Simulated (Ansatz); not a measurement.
input.yaml for HgS (Ansatz 0.2.0)

```yaml
crystal:
  lattice:
    - [0.0, 2.6836500757, 2.6836500757]
    - [2.6836500757, 0.0, 2.6836500757]
    - [2.6836500757, 2.6836500757, 0.0]
  atoms:
    - { symbol: Hg, position: [0.0, 0.0, 0.0] }
    - { symbol: S, position: [0.25, 0.25, 0.25] }
basis:
  ecutwfc: 420
kpoints:
  mp_grid: { grid: [4, 4, 4] }
hamiltonian:
  xc: pbe
scf:
  occupations: { method: gaussian, width: 0.1 }
output:
  forces: true
  stress: true
  eigenvalues: true
```

Command:

```bash
ansatz run input.yaml --threads 1 --pin off --max-ram 1331MiB --backend cpu --events-out ev --progress --plain --runs-dir out
```

Output, shortened (HF is the Harris–Foulkes energy, dr2 the density residual in eV):

```text
Pseudopotential: Hg, paw, valence charge 20, recommended cutoff 420 eV (normal)
Pseudopotential: S, paw, valence charge 6, recommended cutoff 420 eV (normal)
Crystal: 2 atoms, lattice volume = 38.655 Å³
Basis set: ecut = 420 eV, 749 PW (Γ), exchange–correlation on 54×54×54 points (8 copies of the dense FFT grid, shifted against one another)
Bands: 17, of which v1, the nominal top of the filled ones, is band 13 counted from 1 (12 counted from 0)
Symmetry: 24 space group operations
Space group: F-43m (ITA 216), of the structure as read, at distance tolerance 3.4e-5 Å
k-points: 8 of 64 (time reversal used)
Initial density: superposition of atomic densities, corrected by the library's trained network
SCF iter   1: HF=-14714.459673 eV  Δρ=1.40e-3  dr2=6.82e-4
SCF iter   2: HF=-14714.459487 eV  Δρ=4.73e-4  dr2=5.98e-5
SCF iter   3: HF=-14714.459647 eV  Δρ=2.42e-4  dr2=1.51e-5
SCF iter   4: HF=-14714.459742 eV  Δρ=8.27e-5  dr2=2.57e-6
SCF iter   5: F=-14714.459741 eV  HF=-14714.459741 eV  Δρ=1.25e-5  dr2=4.82e-8
SCF iter   6: F=-14714.459741 eV  HF=-14714.459741 eV  Δρ=2.77e-6  dr2=1.38e-9
SCF 1 converged in 6 iterations: F = -14714.459741 eV  dr2 = 1.38e-9
SCF converged after 6 iterations
Free energy (F): -14714.459741 eV
E sigma→0 (E₀):  -14714.458535 eV
Entropy (-TS):   -0.002413 eV (-1.207 meV/atom)
Fermi energy:    13.379169 eV
--- Forces (eV/Å), atoms counted from 1 ---
  atom   1  Hg    -0.00000000     0.00000000     0.00000000
  atom   2  S     -0.00000000     0.00000000    -0.00000000
--- Stress (GPa, compression-positive) ---
       37.657965      -0.000000      -0.000000
       -0.000000      37.657965       0.000000
       -0.000000       0.000000      37.657965
  P = ⅓ Tr σ = 37.6580 GPa (376.580 kbar)
```

These settings were drawn at random to show what each does; none of the numbers is a converged property of the crystal.